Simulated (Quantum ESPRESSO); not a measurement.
# SiC under changes of volume

One of the cells (10.313 Å³/atom); the others are scaled copies at fixed shape and fractional positions:

```
CELL_PARAMETERS angstrom
3.07569 0.00000 0.00000
-1.53785 2.66363 0.00000
0.00000 0.00000 10.07065
ATOMIC_POSITIONS crystal
Si 0.00000 0.00000 0.18789
Si 0.00000 0.00000 0.68789
Si 0.33333 0.66667 0.43784
Si 0.66667 0.33333 0.93784
C 0.00000 0.00000 0.00046
C 0.00000 0.00000 0.50046
C 0.33333 0.66667 0.24980
C 0.66667 0.33333 0.74980
```

The cell is a database's computed one.

```yaml
Program: Quantum ESPRESSO 7.5
Functional: PBE
Potentials_or_basis: SPMS 1.0 PBE
Cutoff: 1197 eV
Density_cutoff: 4789 eV
k_mesh: 10 × 10 × 3
Occupations: fermi-dirac, width 0.05 eV
Spin: no spin polarisation
```

```tsv
volume (Å³/atom)	energy over the lowest point (meV/atom)	pressure (GPa)	gap on the mesh (eV)	largest force (eV/Å)
9.694	46.66	19.8	2.24	0.028
9.900	24.97	14.0	2.24	0.020
10.107	10.38	8.7	2.23	0.013
10.313	2.26	3.9	2.23	0.008
10.519	0.00	-0.4	2.23	0.004
10.726	3.06	-4.3	2.22	0.006
10.932	?	?	?	?
```

What does the run at 10.932 Å³/atom give?

Energy over the lowest point 10.96 meV/atom; pressure -7.9 GPa; gap on the mesh 2.21 eV; largest force 0.012 eV/Å.

Worked out: A Birch-Murnaghan fit of order 3 (a polynomial in V^(-2/3)) to the other rows has its minimum at 10.50 Å³/atom with B0 = V·E''(V) = 211 GPa and B' = 4.0 at fixed shape and positions, which overstates the stiffness. It gives 10.91 meV/atom at 10.932 Å³/atom, against the run's 10.96, and -dE/dV = -7.9 GPa, against -7.9. A straight line through the other rows of the gap, of slope -0.183 eV per unit of ln V, extrapolates to 2.22 eV, against the run's 2.21.

Energies are extrapolated to zero smearing.

Caveats: an odd mesh through Γ misses points on the zone boundary, where band edges often lie.
